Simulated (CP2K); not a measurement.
# InAs under changes of volume

One of the cells (27.489 Å³/atom); the others are scaled copies at fixed shape and fractional positions:

```xyz
2
Lattice="4.2681 0.0000 0.0000 2.1340 3.6963 0.0000 2.1340 1.2321 3.4849" Properties=species:S:1:pos:R:3 pbc="T T T"
In    0.0000    0.0000    0.0000
As    6.4021    3.6963    2.6137
```

```yaml
Program: CP2K 2026.2
Functional: PBEsol
Potentials_or_basis: POTENTIAL_UZH In GTH-PBE-q13, As GTH-PBE-q5; TZVP-MOLOPT-PBE-GTH basis
Density_cutoff: 6123 eV
k_mesh: 8 × 8 × 8
Occupations: fermi-dirac, width 0.05 eV
Spin: no spin polarisation
```

```tsv
volume (Å³/atom)	energy over the lowest point (meV/atom)	pressure (GPa)
25.840	63.58	7.6
26.389	40.47	5.9
26.939	23.10	4.3
27.489	?	?
28.039	3.38	1.6
28.588	0.00	0.4
29.138	0.35	-0.6
```

Question: What does the run at 27.489 Å³/atom give?

Answer: Energy over the lowest point 10.92 meV/atom; pressure 2.8 GPa.

Worked out: A Birch-Murnaghan fit of order 3 (a polynomial in V^(-2/3)) to the other rows has its minimum at 28.81 Å³/atom with B0 = V·E''(V) = 54 GPa and B' = 4.7. It gives 10.92 meV/atom at 27.489 Å³/atom, against the run's 10.92, and -dE/dV = 2.8 GPa, against 2.8.

Energies are extrapolated to zero smearing.

Caveats: the potentials were made for another functional, which shifts forces and pressure; the basis of atomic orbitals isn't converged, which shifts pressures, moduli and gaps.
